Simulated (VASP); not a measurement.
# InAs (F-43m) in VASP: further runs

Runs on InAs. Level: PBE+D3(BJ). Tasks: relaxation of the atoms.

Everything below comes from runs of VASP 6.6.1. Logs are shortened: lines on timing, memory, paths and dates and some standing lists are left out, and cuts for length are marked.

## 1. The undisturbed crystal

Symmetry: F-43m, No. 216, cubic system. Conventional cell: a = 6.036 Å, b = 6.036 Å, c = 6.036 Å, α = 90.00°, β = 90.00°, γ = 90.00°. In (site symmetry -43m) has 4 As at 2.61 Å as nearest neighbours. As (site symmetry -43m) is surrounded by 4 In at 2.61 Å.

## 2. Relaxation of the atoms, PBE+D3(BJ) (a relaxed cell with its volume scaled by 0.94)

Contents of INCAR:

```
SYSTEM = InAs
PREC     = Accurate       ! precision mode
ENCUT    = 600            ! plane-wave cutoff, eV
EDIFF    = 1E-7           ! SCF threshold, eV
ISMEAR   = 0              ! smearing method
SIGMA    = 0.03           ! smearing width, eV
LREAL    = .FALSE.        ! projectors in reciprocal space
LASPH    = .TRUE.         ! aspherical terms in the spheres
NELM     = 80             ! most SCF steps
ALGO     = Normal         ! electronic algorithm
ISIF     = 2              ! what is computed and relaxed
LWAVE    = .FALSE.        ! write WAVECAR
LCHARG   = .FALSE.        ! write CHGCAR
GGA      = PE             ! functional
IVDW     = 12             ! dispersion correction
IBRION   = 2              ! ionic algorithm
NSW      = 40             ! ionic steps
EDIFFG   = -0.01          ! ionic threshold
```

Contents of KPOINTS:

```
regular mesh
0
G
  10 10 10
  0 0 0
```

Contents of POSCAR:

```
InAs                                    
1.0
    0.0000000000      2.9943657096      2.9943657096
    2.9943657096      0.0000000000      2.9943657096
    2.9943657096      2.9943657096      0.0000000000
  In              As            
     1     1
Direct
     0.0000000000000000    0.0000000000000000    0.0000000000000000
     0.2500000000000000    0.2500000000000000    0.2500000000000000
```

Potentials or basis: VASP PAW PBE potentials, release 64 (In_d, As).

The run is started by

```
> cat potpaw_PBE.64/In_d/POTCAR potpaw_PBE.64/As/POTCAR > POTCAR
> mpirun -np 1 vasp_std > vasp.out
```

OUTCAR:

```text
SYSTEM = InAs
   PREC = Accurate
   ENCUT = 600
   EDIFF = 1E-7
   ISMEAR = 0
   LREAL = .FALSE.
   LASPH = .TRUE.
   NELM = 80
   ISIF = 2
   GGA = PE
   IVDW = 12
   IBRION = 2
   NSW = 40
   EDIFFG = -0.01
 IVDW          = 12

 ion  position               nearest neighbor table
   1  0.000  0.000  0.000-   2 2.59   2 2.59   2 2.59   2 2.59
   2  0.250  0.250  0.250-   1 2.59   1 2.59   1 2.59   1 2.59

  LATTYP: Found a face centered cubic cell.
 ALAT       =     5.9887314192

  Lattice vectors:

 A1 = (   0.0000000000,   2.9943657096,   2.9943657096)
 A2 = (   2.9943657096,   0.0000000000,   2.9943657096)
 A3 = (   2.9943657096,   2.9943657096,   0.0000000000)

Analysis of symmetry for initial positions (statically):
=====================================================================
 Subroutine PRICEL returns:
 Original cell was already a primitive cell.

 Routine SETGRP: Setting up the symmetry group for a
 face centered cubic supercell.

 Subroutine GETGRP returns: Found 24 space group operations
 (whereof 24 operations were pure point group operations)
 out of a pool of 48 trial point group operations.

The static configuration has the point symmetry T_d .

Analysis of symmetry for dynamics (positions and initial velocities):
=====================================================================
 Subroutine PRICEL returns:
 Original cell was already a primitive cell.

 Routine SETGRP: Setting up the symmetry group for a
 face centered cubic supercell.

 Subroutine GETGRP returns: Found 24 space group operations
 (whereof 24 operations were pure point group operations)
 out of a pool of 48 trial point group operations.

The dynamic configuration has the point symmetry T_d .

 Subroutine INISYM returns: Found 24 space group operations
 (whereof 24 operations are pure point group operations),
 and found     1 'primitive' translations

----------------------------------------------------------------------------------------

                                     Primitive cell

  volume of cell :      53.6963

  direct lattice vectors                    reciprocal lattice vectors
     0.000000000  2.994365710  2.994365710    -0.166980272  0.166980272  0.166980272
     2.994365710  0.000000000  2.994365710     0.166980272 -0.166980272  0.166980272
[... 95 lines left out ...]
   PSTRESS=    0.0 pullay stress
   NELECT =      18.0000    total number of electrons
   NUPDOWN=      -1.0000    fix difference up-down
   EMIN   =  10.00;   EMAX   =-10.00  energy-range for DOS
   EFERMI =   0.00;   METHOD = LEGACY
   ISMEAR =     0;   SIGMA  =   0.03  broadening in eV -4-tet -1-fermi 0-gaus
   EFERMI_NEDOS =   21; number of points for ismear=-14 and -15
   IALGO  =     38    algorithm
   IMIX   =      4    mixing-type and parameters
     AMIX     =   0.40;   BMIX     =  1.00
     AMIX_MAG =   1.60;   BMIX_MAG =  1.00
  volume/ion in A,a.u.               =      26.85       181.18
  Fermi-wavevector in a.u.,A,eV,Ry     =   1.137237  2.149066 17.596511  1.293307
  Thomas-Fermi vector in A             =   2.273942
   LORBIT       =      0    0 simple, 1 ext, 2 COOP (PROOUT), +10 PAW based schemes
   GGA     = PE    functional components
   LHFCALC =     F    Hartree Fock is set to
   AEXX    =    0.0000 exact exchange contribution
   IVDW    =    12    specifies the selected vdW correction
   LEPSILON=     F    determine dielectric tensor
   LRPA    =     F    only Hartree local field effects (RPA)
 conjugate gradient relaxation of ions
 non-spin polarized calculation
 Gauss-broadening in eV      SIGMA  =   0.03
  energy-cutoff  :      600.00
  volume of cell :       53.70
 maximum number of plane-waves:      1816
 NGX is ok and might be reduce to    36
   NGX = 17   NGY = 17   NGZ = 17

 number of electron      18.0000000 magnetization

 Free energy of the ion-electron system (eV)
  ---------------------------------------------------
  ext. energy  EPLUGINS =         0.00000000
  ---------------------------------------------------
  free energy    TOTEN  =        -7.62264590 eV

  energy without entropy =       -7.62259912  energy(sigma->0) =       -7.62262251

 E-fermi :   4.8164     XC(G=0):  -9.2212

 val. band max:        4.8071709520   @ k =   0.0000   0.0000   0.0000
 cond. band min:       5.8277840048   @ k =   0.5000   0.0000   0.0000
 fundamental gap:      1.0206130528
 Fermi energy:         4.8164004883

 k-point     1 :       0.0000    0.0000    0.0000
  band No.  band energies     occupation
      1      -9.6474      2.00000
      2      -9.6474      2.00000
      3      -9.6474      2.00000
      4      -9.5089      2.00000
      5      -9.5089      2.00000
      6      -7.2468      2.00000
      7       4.7614      1.99050
      8       4.8072      1.33650
      9       4.8072      1.33650
     10       4.8072      1.33650
     11       8.7263      0.00000
     12       8.7263      0.00000
     13       8.7263      0.00000
[... 354 lines left out ...]
  band No.  band energies     occupation
      1      -9.8122      2.00000
      2      -9.5810      2.00000
      3      -9.5782      2.00000
      4      -9.5389      2.00000
      5      -9.4899      2.00000
      6      -5.7063      2.00000
      7      -0.2451      2.00000
      8       2.5146      2.00000
      9       2.7911      2.00000
     10       6.8200      0.00000
     11       7.6344      0.00000
     12      11.5563      0.00000
     13      12.3114      0.00000

 [... further k-points ...]

------------------------ aborting loop because EDIFF is reached ----------------------------------------

 Edisp (eV)   -0.66731

 E8    (eV) :    -0.3097

  FORCE on cell =-STRESS in cart. coord.  units (eV):
  Direction    XX          YY          ZZ          XY          YZ          ZX
  --------------------------------------------------------------------------------------
  -------------------------------------------------------------------------------------
  Total       1.30185     1.30185     1.30185    -0.00000     0.00000    -0.00000
  in kB      38.84426    38.84426    38.84426    -0.00000     0.00000    -0.00000
  external pressure =       38.84 kB  Pullay stress =        0.00 kB

 VOLUME and BASIS-vectors are now :
 -----------------------------------------------------------------------------
  energy-cutoff  :      600.00
  volume of cell :       53.70
      direct lattice vectors                 reciprocal lattice vectors
     0.000000000  2.994365710  2.994365710    -0.166980272  0.166980272  0.166980272
     2.994365710  0.000000000  2.994365710     0.166980272 -0.166980272  0.166980272
     2.994365710  2.994365710  0.000000000     0.166980272  0.166980272 -0.166980272

 POSITION                                       TOTAL-FORCE (eV/Angst)
 -----------------------------------------------------------------------------------
      0.00000      0.00000      0.00000        -0.000000     -0.000000     -0.000000
      1.49718      1.49718      1.49718         0.000000      0.000000      0.000000
 -----------------------------------------------------------------------------------
    total drift:                                0.000000      0.000000      0.000000

  FREE ENERGIE OF THE ION-ELECTRON SYSTEM (eV)
  ---------------------------------------------------
  free  energy   TOTEN  =        -8.2899539081 eV

  energy  without entropy=       -8.2899071305  energy(sigma->0) =       -8.28993052

 reached required accuracy - stopping structural energy minimisation
```

It took 38 s on 1 thread of Intel Xeon Platinum 8375C at 2.90GHz (Ice Lake), shared host; peak memory 0.24 GiB.

What came out:

```yaml
Free_energy: -8.2900 eV
Pressure_after_relaxing: 3.9 GPa
Band_gap_on_the_k_mesh: none (metal or under the smearing width)
Dispersion_energy_per_atom: -0.334 eV
```

Final structure:
```
In As
1.0
     0.00000    2.99437    2.99437
     2.99437    0.00000    2.99437
     2.99437    2.99437    0.00000
In As
1 1
Direct
  0.00000 0.00000 0.00000
  0.25000 0.25000 0.25000
```

Levels at points of the mesh, in eV from the Fermi level:
| k point | band 7 | band 8 | band 9 | band 10 | band 11 | band 12 |
| --- | --- | --- | --- | --- | --- | --- |
| (0.00, 0.00, 0.00) | -0.06 | -0.01 | -0.01 | -0.01 | 3.91 | 3.91 |
| (0.50, 0.00, 0.00) | -5.92 | -1.04 | -1.04 | 1.01 | 4.68 | 4.68 |
| (0.50, 0.50, 0.00) | -5.97 | -2.43 | -2.43 | 1.49 | 2.05 | 9.37 |

Caveat: the relaxation stopped at its first step, so nothing moved; pairwise dispersion overbinds metals, which lowers pressure and volume.

## 3. Relaxation of the atoms, PBE+D3(BJ) (a relaxed cell with its volume scaled by 0.96)

INCAR is that of step 2.

KPOINTS is that of step 2.

Contents of POSCAR:

```
InAs                                    
1.0
    0.0000000000      3.0154534868      3.0154534868
    3.0154534868      0.0000000000      3.0154534868
    3.0154534868      3.0154534868      0.0000000000
  In              As            
     1     1
Direct
     0.0000000000000000    0.0000000000000000    0.0000000000000000
     0.2500000000000000    0.2500000000000000    0.2500000000000000
```

Potentials or basis: VASP PAW PBE potentials, release 64 (In_d, As).

The run is started by

```
> cat potpaw_PBE.64/In_d/POTCAR potpaw_PBE.64/As/POTCAR > POTCAR
> mpirun -np 1 vasp_std > vasp.out
```

OUTCAR:

```text
SYSTEM = InAs
   PREC = Accurate
   ENCUT = 600
   EDIFF = 1E-7
   ISMEAR = 0
   LREAL = .FALSE.
   LASPH = .TRUE.
   NELM = 80
   ISIF = 2
   GGA = PE
   IVDW = 12
   IBRION = 2
   NSW = 40
   EDIFFG = -0.01
 IVDW          = 12

 ion  position               nearest neighbor table
   1  0.000  0.000  0.000-   2 2.61   2 2.61   2 2.61   2 2.61
   2  0.250  0.250  0.250-   1 2.61   1 2.61   1 2.61   1 2.61

[... 580 lines left out ...]

 Edisp (eV)   -0.65202

 E8    (eV) :    -0.3024

  FORCE on cell =-STRESS in cart. coord.  units (eV):
  Direction    XX          YY          ZZ          XY          YZ          ZX
  --------------------------------------------------------------------------------------
  -------------------------------------------------------------------------------------
  Total       0.83604     0.83604     0.83604     0.00000     0.00000    -0.00000
  in kB      24.42586    24.42586    24.42586     0.00000     0.00000    -0.00000
  external pressure =       24.43 kB  Pullay stress =        0.00 kB

 VOLUME and BASIS-vectors are now :
 -----------------------------------------------------------------------------
  energy-cutoff  :      600.00
  volume of cell :       54.84
      direct lattice vectors                 reciprocal lattice vectors
     0.000000000  3.015453487  3.015453487    -0.165812539  0.165812539  0.165812539
     3.015453487  0.000000000  3.015453487     0.165812539 -0.165812539  0.165812539
     3.015453487  3.015453487  0.000000000     0.165812539  0.165812539 -0.165812539

 POSITION                                       TOTAL-FORCE (eV/Angst)
 -----------------------------------------------------------------------------------
      0.00000      0.00000      0.00000        -0.000000     -0.000000     -0.000000
      1.50773      1.50773      1.50773         0.000000      0.000000      0.000000
 -----------------------------------------------------------------------------------
    total drift:                               -0.000000     -0.000000     -0.000000

  FREE ENERGIE OF THE ION-ELECTRON SYSTEM (eV)
  ---------------------------------------------------
  free  energy   TOTEN  =        -8.3124710184 eV

  energy  without entropy=       -8.3124247397  energy(sigma->0) =       -8.31244788

 reached required accuracy - stopping structural energy minimisation
```

OSZICAR:

```text
N       E                     dE             d eps       ncg     rms          rms(c)
DAV:   1     0.121222128184E+03    0.12122E+03   -0.92873E+03  1232   0.167E+03
DAV:   2     0.143538787990E+01   -0.11979E+03   -0.11646E+03  1262   0.351E+02
DAV:   3    -0.768266900823E+01   -0.91181E+01   -0.90010E+01  1597   0.969E+01
DAV:   4    -0.792784731760E+01   -0.24518E+00   -0.24498E+00  1338   0.172E+01
DAV:   5    -0.793919813260E+01   -0.11351E-01   -0.11350E-01  1826   0.349E+00    0.460E+00
DAV:   6    -0.768410383801E+01    0.25509E+00   -0.45008E-01  1799   0.128E+01    0.259E+00
DAV:   7    -0.765885845791E+01    0.25245E-01   -0.14813E-01  1738   0.386E+00    0.719E-01
DAV:   8    -0.765965548396E+01   -0.79703E-03   -0.14316E-02  1489   0.176E+00    0.213E-01
DAV:   9    -0.766028754876E+01   -0.63206E-03   -0.12690E-03  1487   0.442E-01    0.119E-01
DAV:  10    -0.766040983028E+01   -0.12228E-03   -0.19230E-04  1698   0.204E-01    0.817E-02
DAV:  11    -0.766044862474E+01   -0.38794E-04   -0.15291E-04  1307   0.151E-01    0.724E-02
DAV:  12    -0.766045159375E+01   -0.29690E-05   -0.12796E-05  1327   0.302E-02    0.177E-02
DAV:  13    -0.766045180755E+01   -0.21380E-06   -0.22646E-06  1512   0.107E-02    0.943E-03
DAV:  14    -0.766045193206E+01   -0.12451E-06   -0.19683E-07  1289   0.500E-03    0.273E-03
DAV:  15    -0.766045209799E+01   -0.16592E-06   -0.26838E-08   751   0.208E-03    0.751E-04
DAV:  16    -0.766045215419E+01   -0.56199E-07   -0.72547E-09   671   0.896E-04
   1 F= -.83124710E+01 E0= -.83124479E+01  d E =-.831247E+01
```

CONTCAR:

```text
InAs
   1.00000000000000
     0.0000000000000000    3.0154534867999998    3.0154534867999998
     3.0154534867999998    0.0000000000000000    3.0154534867999998
     3.0154534867999998    3.0154534867999998    0.0000000000000000
  In              As
     1     1
Direct
     0.0000000000000000    0.0000000000000000    0.0000000000000000
     0.2500000000000000    0.2500000000000000    0.2500000000000000

  0.00000000E+00  0.00000000E+00  0.00000000E+00
  0.00000000E+00  0.00000000E+00  0.00000000E+00
```

It took 38 s on 1 thread of Intel Xeon Platinum 8375C at 2.90GHz (Ice Lake), shared host; peak memory 0.24 GiB.

What came out:

| Item | Value |
| --- | --- |
| Free energy | -8.3125 eV |
| Pressure after relaxing | 2.4 GPa |
| Band gap on the k mesh | none (metal or under the smearing width) |
| Dispersion energy per atom | -0.326 eV |

Final structure:
```xyz
2
Lattice="0.0000 3.0155 3.0155 3.0155 0.0000 3.0155 3.0155 3.0155 0.0000" Properties=species:S:1:pos:R:3 pbc="T T T"
In    0.0000    0.0000    0.0000
As    1.5077    1.5077    1.5077
```

Levels at points of the mesh, in eV from the Fermi level:
```csv
k point,band 6,band 7,band 8,band 9,band 10,band 11,band 12,band 13
"(0.00, 0.00, 0.00)",-11.92,-0.16,-0.01,-0.01,-0.01,3.90,3.90,3.90
"(0.50, 0.00, 0.00)",-10.43,-5.81,-1.01,-1.01,0.97,4.67,4.67,6.86
"(0.50, 0.50, 0.00)",-9.88,-5.88,-2.36,-2.36,1.53,2.05,9.23,9.32
```

Caveat: the relaxation stopped at its first step, so nothing moved; pairwise dispersion overbinds metals, which lowers pressure and volume.
